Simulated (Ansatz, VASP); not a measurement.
This is a calculation of Bi2Se3 (Paraguanajuatite) for VASP 6.6.1.

INCAR

```
  PREC = Accurate
  ENCUT = 520
  EDIFF = 1E-7
  ISMEAR = -1
  SIGMA = 0.05
  LREAL = False
  LASPH = True
  NELM = 100
  ALGO = Normal
  ISIF = 2
  LWAVE = False
  LCHARG = False
  GGA = PS
  NBANDS = 32
  KPAR = 2
```

File KPOINTS:

```
Automatic mesh
0
Gamma
  8 8 8
```

File POSCAR:

```
Bi2Se3
1.0
    2.0435033248      1.1798171946      9.4163265280
   -2.0435033248      1.1798171946      9.4163265280
    0.0000000000     -2.3596343894      9.4163265280
Bi Se
2 3
Direct
    0.5992000000      0.5992000000      0.5992000000
    0.4008000000      0.4008000000      0.4008000000
    0.7883000000      0.7883000000      0.7883000000
    0.2117000000      0.2117000000      0.2117000000
    0.0000000000      0.0000000000      0.0000000000
```

Potentials or basis: VASP PAW PBE potentials, release 64 (Bi_d, Se).

Run with:

```console
$ cat potpaw_PBE.64/Bi_d/POTCAR potpaw_PBE.64/Se/POTCAR > POTCAR
$ mpirun -np 2 vasp_std > vasp.out
```

Question: Set up the same calculation for Ansatz 0.2.0. Potentials there: Ansatz PAW.

Answer: As run (the cutoff follows the program's own potentials):

The input input.yaml:

```yaml
crystal:
  lattice:
    - [2.0435033248, 1.1798171946, 9.416326528]
    - [-2.0435033248, 1.1798171946, 9.416326528]
    - [0.0, -2.3596343894, 9.416326528]
  atoms:
    - { symbol: Bi, position: [0.5992, 0.5992, 0.5992] }
    - { symbol: Bi, position: [0.4008, 0.4008, 0.4008] }
    - { symbol: Se, position: [0.7883, 0.7883, 0.7883] }
    - { symbol: Se, position: [0.2117, 0.2117, 0.2117] }
    - { symbol: Se, position: [0.0, 0.0, 0.0] }
hamiltonian:
  xc: pbesol
  pseudopotentials: { kind: paw }
kpoints:
  mp_grid: { grid: [8, 8, 8] }
scf:
  occupations: { method: fermi_dirac, width: 0.05 }
output:
  forces: true
  stress: true
  eigenvalues: true
```

Potentials or basis: Ansatz PAW.

The run is started by

```sh
$ ansatz run input.yaml --threads 2 --pin off --max-ram 5120MiB --backend cpu --events-out ev --progress --plain --runs-dir out
```

Both were run:

|  | VASP | Ansatz | Ansatz less VASP |
| --- | --- | --- | --- |
| gap on the k mesh at the Fermi level (eV) | 0.10 | 0.10 | +0.002 |
| least direct gap on the mesh (eV) | 0.10 | 0.10 | +0.002 |
| pressure (GPa) | 2.5 | 2.5 | -0.06 |
| rms of the force components (eV/Å) | 0.186 | 0.177 | -0.0086 |

Atom by atom the forces differ by 0.009 eV/Å (rms over components). The two sets of potentials don't hold the same shells in valence.

Caveats: spin-orbit coupling is left out, which as a rule narrows the gap of such compounds by several tenths of an eV; the PAW data sets were made with another functional, which shifts forces and pressure a little (VASP); the PAW data sets come from PBE, with cores solved anew for the run's functional, which leaves a small shift of forces and pressure (Ansatz). A k mesh can miss the band edges.
